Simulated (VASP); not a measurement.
**VASP 6.6.1 run: SrO**

INCAR

```
ISPIN = 2
LASPH = .TRUE.
NELM = 100
ISMEAR = -1
NSW = 0
EDIFF = 1E-7
PREC = Accurate
SIGMA = 0.02
ISIF = 2
IBRION = -1
NBANDS = 15
LWAVE = .FALSE.
GGA = 91
LREAL = .FALSE.
ENCUT = 520
MAGMOM = 3 3
LCHARG = .FALSE.
```

KPOINTS

```
KPOINTS created by Atomic Simulation Environment
0
Gamma
8 8 8
0 0 0
```

POSCAR

```
Sr O
 1.0000000000000000
     0.0000000000000000    2.6314901723999999    2.5540934026000000
     2.6314901723999999    0.0000000000000000    2.5540934026000000
     2.6314901723999999    2.6314901723999999    0.0000000000000000
 Sr  O
   1   1
Cartesian
  0.0000000000000000  0.0000000000000000  0.0000000000000000
  2.6314901723999999  2.6314901723999999  2.5540934026000000
```

The recommended PBE PAW datasets give the neutral cell 16 valence electrons.

Command

```
mpirun -np 1 vasp_std
```

OSZICAR

```
N       E                     dE             d eps       ncg     rms          rms(c)
DAV:   1     0.717192295006E+02    0.71719E+02   -0.90775E+03  3540   0.105E+03
DAV:   2    -0.628221314597E+01   -0.78001E+02   -0.71711E+02  4935   0.216E+02
DAV:   3    -0.938773772845E+01   -0.31055E+01   -0.30905E+01  4656   0.393E+01
DAV:   4    -0.944746622156E+01   -0.59728E-01   -0.59723E-01  4467   0.532E+00
DAV:   5    -0.944890566755E+01   -0.14394E-02   -0.14394E-02  4529   0.623E-01    0.261E+01
DAV:   6    -0.119352708023E+02   -0.24864E+01   -0.72142E+00  3715   0.185E+01    0.193E+01
DAV:   7    -0.122142642085E+02   -0.27899E+00   -0.34139E-01  3960   0.463E+00    0.105E+01
DAV:   8    -0.121949147013E+02    0.19350E-01   -0.77692E-02  4499   0.261E+00    0.479E+00
DAV:   9    -0.121960798892E+02   -0.11652E-02   -0.11767E-02  4452   0.105E+00    0.417E-01
DAV:  10    -0.121971522461E+02   -0.10724E-02   -0.18816E-03  3738   0.330E-01    0.181E-01
DAV:  11    -0.121974448058E+02   -0.29256E-03   -0.16543E-04  4009   0.107E-01    0.118E-01
DAV:  12    -0.121976502705E+02   -0.20546E-03   -0.15876E-04  3743   0.938E-02    0.279E-02
DAV:  13    -0.121976564591E+02   -0.61887E-05   -0.12762E-05  4499   0.319E-02    0.125E-02
DAV:  14    -0.121976616467E+02   -0.51876E-05   -0.36455E-06  3743   0.149E-02    0.838E-03
DAV:  15    -0.121976625323E+02   -0.88567E-06   -0.77109E-07  3750   0.640E-03    0.194E-03
DAV:  16    -0.121976625357E+02   -0.33940E-08   -0.56100E-08  3253   0.205E-03
   1 F= -.12197663E+02 E0= -.12197663E+02  d E =-.114532E-10  mag=    -0.0000
```

Standard output (part)

```
POSCAR found type information on POSCAR SrO
 POSCAR found :  2 types and       2 ions
 LDA part: xc-table for (Slater(with rela. corr.)+CA(PZ))
 , standard interpolation
 POSCAR, INCAR and KPOINTS ok, starting setup
 WAVECAR not read
 entering main loop
```

It converged. Results: pressure -0.5 GPa; magnetic moment of the cell 0.00 μB.

For comparison, a separate PBE run of the intended cell, on usual settings and not on those above, gives a gap of 3.15 eV on its mesh and a pressure of -0.1 GPa.

The run above took about 62 s on one core of a shared host (Intel Xeon Platinum 8488C) and held 0.21 GiB at most.
